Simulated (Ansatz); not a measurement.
Crystal: TiSi2.

```
Ti Si
1.0
    -1.47287    1.71213    4.21208
     1.47287   -1.71213    4.21208
     1.47287    1.71213   -4.21208
Ti Si
1 2
Direct
  0.00000 0.00000 0.00000
  0.67008 0.67008 0.00000
  0.32992 0.32992 0.00000
```

The cell comes from a database or a generator and needn't be the stable form of this composition.

```yaml
Program: Ansatz 0.2.0
Task: relaxation of cell and atoms
Functional: PBEsol
Potentials_or_basis: Ansatz PAW
Cutoff: "420 eV (not typed: the program's choice for these potentials)"
k_mesh: 12 × 12 × 12
Occupations: fermi-dirac, width 0.05 eV
Spin: no spin polarisation
```

At the start: volume 14.16 Å³/atom.

Q: Where does the relaxation end?

A: It ends after 6 steps and the volume is 13.81 Å³/atom (-2.5 %); space group Immm (No. 71, to 0.05 Å).

The path:
| step | energy change (eV) | largest force (eV/Å) | volume (Å³) |
| --- | --- | --- | --- |
| 1 | 0.0000 | 0.0668 | 42.49 |
| 2 | -0.0131 | 0.0162 | 41.29 |
| 3 | -0.0134 | 0.0017 | 41.44 |
| 4 | -0.0132 | 0.0018 | 41.44 |
| 5 | -0.0132 | 0.0013 | 41.43 |
| 6 | -0.0132 | 0.0013 | 41.43 |

Final structure:
```yaml
crystal:
  lattice:
    - [-1.46428, 1.69854, 4.16429]
    - [1.46428, -1.69854, 4.16429]
    - [1.46428, 1.69854, -4.16429]
  atoms:
    - { symbol: Ti, position: [0.00000, 0.00000, 0.00000] }
    - { symbol: Si, position: [0.66938, 0.66938, 0.00000] }
    - { symbol: Si, position: [0.33062, 0.33062, 0.00000] }
```

Caveat: the plane-wave basis is chosen anew once the cell has moved, so the energies of steps on either side of that aren't comparable; the PAW data sets come from PBE, with cores solved anew for the run's functional, which leaves a small shift of forces and pressure.
